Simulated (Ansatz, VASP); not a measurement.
# Two plane-wave programs on Zr

```
Zr
1.0
     0.00000    2.26993    2.26993
     2.26993    0.00000    2.26993
     2.26993    2.26993    0.00000
Zr
1
Direct
  0.00000 0.00000 0.00000
```

Change from the starting cell: volume scaled by 1.02, PAW files.

Alike in both runs: task electric field gradients; functional PBE; k mesh 13 × 13 × 13; occupations fermi-dirac, width 0.05 eV; no spin polarisation.

```csv
,VASP,Ansatz
version,VASP 6.6.1,Ansatz 0.2.0
potentials or method,"VASP PAW PBE potentials, release 64 (Zr_sv)","PAW with Ansatz's default frozen-core files, scalar-relativistic"
plane-wave cutoff (eV),520,420
valence electrons in the cell,12,12
```

|  | VASP | Ansatz | Ansatz less VASP |
| --- | --- | --- | --- |
| pressure (GPa) | -0.6 | -0.6 | -0.02 |
| Vzz of the field gradient on the site that differs most (V/Å²) | 0.0 | 0.0 | 0.00 |

Ansatz warned: «gradients_without_spin_orbit».
